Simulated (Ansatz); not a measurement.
**Response to strain in CsPbI3**

The parent structure is CsPbI₃ in the cubic perovskite structure (space group Pm-3m, No. 221; a = 6.390 Å). Axes: x, y, z lie along the cube axes.

Strains are applied to the cell and any free atomic positions relax; under biaxial strain the out-of-plane vector relaxes too.

Level of theory: Ansatz (an electronic-structure program), PBE, PAW, cutoff 420 eV, scalar-relativistic without spin-orbit coupling.

Notes on the quantities. pressure: mean of the normal stresses, compression positive.

```csv
variant,gap character,volume per atom,band gap,pressure
base,direct at R,52.20 Å³,1.48 eV,0.00 GPa
"biaxial strain −0.96 %, plane normal [001], relaxed out of plane",direct at A,51.34 Å³,1.38 eV,0.26 GPa
"biaxial strain +0.81 %, plane normal [001], relaxed out of plane",direct at A,52.92 Å³,1.50 eV,-0.19 GPa
"biaxial strain +2.70 %, plane normal [001], relaxed out of plane",direct at A,54.64 Å³,1.52 eV,-0.57 GPa
"biaxial strain −0.72 %, plane normal [110], relaxed out of plane",direct at T,51.78 Å³,1.43 eV,0.12 GPa
isotropic strain −4.98 %,direct at R,44.78 Å³,0.94 eV,3.22 GPa
isotropic strain −3.09 %,direct at R,47.50 Å³,1.18 eV,1.72 GPa
isotropic strain −0.44 %,direct at R,51.51 Å³,1.44 eV,0.20 GPa
uniaxial strain ε_zz = +2.57 %,direct at A,53.54 Å³,1.45 eV,-0.33 GPa
```

With I and Pb present, leaving out spin-orbit coupling can change the band edges. No phonon test of stability was made. Many cubic perovskites are stable only at high temperature; tilts and polar distortions were not tested. This is not the structure that CsPbI3 has at room temperature and ambient pressure. k-point labels follow each cell's own Brillouin zone.
